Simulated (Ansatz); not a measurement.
# ZrC (WC type): a single-point run

Aim: a sound single-point run of ZrC (WC type). The structure is shown as the input types it.

Method: DFT PBE, scalar-relativistic, plane waves, PAW, in Ansatz 0.2.0.

2 further runs of the same task are left out: 2 set aside as unsound or not needed.

## (1) The starting structure

It takes space group P-6m2 (No. 187, hexagonal). Conventional cell: a = 3.270 Å, b = 3.270 Å, c = 2.940 Å, α = 90.00°, β = 90.00°, γ = 120.00°. Zr (site symmetry -6m2) is surrounded by 6 C at 2.39 Å. C (site symmetry -6m2) is surrounded by 6 Zr at 2.39 Å.

Coordinates:

```cif
data_structure
_symmetry_space_group_name_H-M 'P-6m2'
_symmetry_Int_Tables_number 187
_cell_length_a 3.2695
_cell_length_b 3.2695
_cell_length_c 2.9397
_cell_angle_alpha 90.000
_cell_angle_beta 90.000
_cell_angle_gamma 120.000
_cell_volume 27.22
loop_
_atom_site_label
_atom_site_type_symbol
_atom_site_symmetry_multiplicity
_atom_site_Wyckoff_symbol
_atom_site_fract_x
_atom_site_fract_y
_atom_site_fract_z
_atom_site_occupancy
Zr1 Zr 1 a 0.00000 0.00000 0.00000 1
C1 C 1 f 0.66667 0.33333 0.50000 1
```

## (2) The run

Contents of input.yaml:

```yaml
crystal:
  lattice:
    - [3.269532745976, 0.0, 0.0]
    - [-1.634766372988, 2.831498416521, 0.0]
    - [0.0, 0.0, 2.9397343753]
  atoms:
    - { symbol: Zr, position: [-3.700743415525e-17, 0.0, 0.0] }
    - { symbol: C, position: [0.6666666666667, 0.3333333333333, 0.5] }
basis:
  ecutwfc: 420
  ecutrho_ratio: 4
kpoints:
  mp_grid: { grid: [12, 12, 12] }
hamiltonian:
  xc: pbe
scf:
  occupations: { method: gaussian, width: 0.05 }
  mixing: { algorithm: anderson, beta: 0.001, ndim: 1 }
  max_iter: 60
output:
  forces: true
  stress: true
```

The run is started by

```bash
ansatz run input.yaml --threads 2 --pin off --max-ram 2662MiB --backend cpu --events-out ev --progress --plain --runs-dir out
```

**Question.** How will this run end, and is anything wrong with its input?

The program finished normally. That alone doesn't make the input a sound one.

In the input, scf.mixing.algorithm is anderson; scf.mixing.beta is 0.001; scf.mixing.ndim is 1. The risk: mixing too weak. The residual crept for many cycles and then fell at once, which so weak a step can't do by itself: the program changed its mixing. Several mixing settings were changed at once, so this run can't tell how much each is to blame.

The test: delete scf.mixing.algorithm, scf.mixing.beta and scf.mixing.ndim (the default then holds).
